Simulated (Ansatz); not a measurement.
**Mo (beta tin type): how the settings move a relaxation**

Question: which choices in the input matter for Mo (beta tin type)?

Method: reference: DFT, PBE, PAW with Ansatz's default frozen-core files, scalar-relativistic, in Ansatz 0.2.0.

1 further run of the same task is left out (it didn't finish).

## 1. The structure to begin with

The structure is tetragonal, space group I4_1/amd (No. 141). Conventional cell: a = 4.912 Å, b = 4.912 Å, c = 2.701 Å, α = 90.00°, β = 90.00°, γ = 90.00°. Mo (site symmetry -4m2) has 6 Mo at 2.55 to 2.70 Å as nearest neighbours.

Structure file:

```
Mo
1.0
    -2.45588    2.45588    1.35074
     2.45588   -2.45588    1.35074
     2.45588    2.45588   -1.35074
Mo
2
Direct
  0.62500 0.87500 0.75000
  0.37500 0.12500 0.25000
```

## 2. Reference

The input, input.yaml:

```yaml
crystal:
  lattice:
    - [-2.4558840311, 2.4558840311, 1.3507362171]
    - [2.4558840311, -2.4558840311, 1.3507362171]
    - [2.4558840311, 2.4558840311, -1.3507362171]
  atoms:
    - { symbol: Mo, position: [-0.375, -0.125, -0.25] }
    - { symbol: Mo, position: [0.375, 0.125, 0.25] }
kpoints:
  mp_grid: { grid: [18, 18, 18] }
scf:
  occupations: { method: fermi_dirac, width: 0.05 }
hamiltonian:
  xc: pbe
  pseudopotentials: { kind: paw }
output:
  forces: true
  stress: true
  write_density: true
  write_potential: true
  elf: true
  volumetric_format: npy
relax:
  f_tol: 0.005
  max_steps: 40
  cell: {}
```

Started as:

```console
$ ansatz run input.yaml --threads 1 --pin off --max-ram 2048MiB --backend cpu --events-out ev --progress --plain --runs-dir out
```

## 3. Variant: occupations.method tetrahedron, f_tol 0.02, max_displacement 0.05, width left out

input.yaml, as its differences from that of step 2:

```diff
@@ -11,3 +11,3 @@
 scf:
-  occupations: { method: fermi_dirac, width: 0.05 }
+  occupations: { method: tetrahedron }
 hamiltonian:
@@ -18,9 +18,6 @@
   stress: true
-  write_density: true
-  write_potential: true
-  elf: true
-  volumetric_format: npy
 relax:
-  f_tol: 0.005
+  f_tol: 0.02
   max_steps: 40
   cell: {}
+  max_displacement: 0.05
```

Before running it: what results should come out? Wanted: for each run, ending; energy change; pressure; gap; force.

The runs gave:

| run | ending | energy change | pressure (GPa) | gap (eV) | force (eV/Å) | cycles | time |
| --- | --- | --- | --- | --- | --- | --- | --- |
| reference | converged | 0 | 0.0 | 0.00 | 0.00 | 36 | 89 s |
| 1: occupations.method tetrahedron, f_tol 0.02, max_displacement 0.05, width left out | converged | -0.2 meV/atom (σ→0) | 0.0 | 0.00 | 0.00 | 38 | 85 s |

Times don't compare one to one where runs were asked for different outputs or read a saved state (see the inputs); cycles may leave out searches for a lower state.

Changing the smearing, convergence setting and walk settings leaves the energy as it was (-0.2 meV/atom).
